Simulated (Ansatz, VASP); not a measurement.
## Two plane-wave programs on Fe

```xyz
1
Lattice="0.0000 1.8278 1.8278 1.8278 0.0000 1.8278 1.8278 1.8278 0.0000" Properties=species:S:1:pos:R:3 pbc="T T T"
Fe    0.0000    0.0000    0.0000
```

Alike in both runs: task electric field gradients; functional r2SCAN; k mesh 17 × 17 × 17; occupations fermi-dirac, width 0.03 eV; collinear spin.

|  | VASP | Ansatz |
| --- | --- | --- |
| version | VASP 6.6.1 | Ansatz 0.2.0 |
| potentials or method | VASP PAW PBE potentials, release 64 (Fe) | PAW with Ansatz's default frozen-core files, scalar-relativistic |
| plane-wave cutoff (eV) | 520 | 500 |
| valence electrons in the cell | 8 | 16 |

Ansatz gave:

| Property | Result |
| --- | --- |
| pressure (GPa) | -0.3 |
| net moment per atom (μB) | 2.84 |
| size of the moment on the site where the two differ most (μB) | 2.96 |
| Vzz of the field gradient on the site that differs most (V/Å²) | 0.0 |

Question: Which values does VASP return?

Answer: Pressure (GPa): -0.8; net moment per atom (μB): 2.84; size of the moment on the site where the two differ most (μB): 2.89; Vzz of the field gradient on the site that differs most (V/Å²): 0.0.

Site moments also hang on the region over which each program counts them. The two sets of potentials don't hold the same shells in valence. Ansatz warned: «stability_check_not_made».

Caveats: the PAW data sets were made with another functional, which shifts forces and pressure a little (VASP).
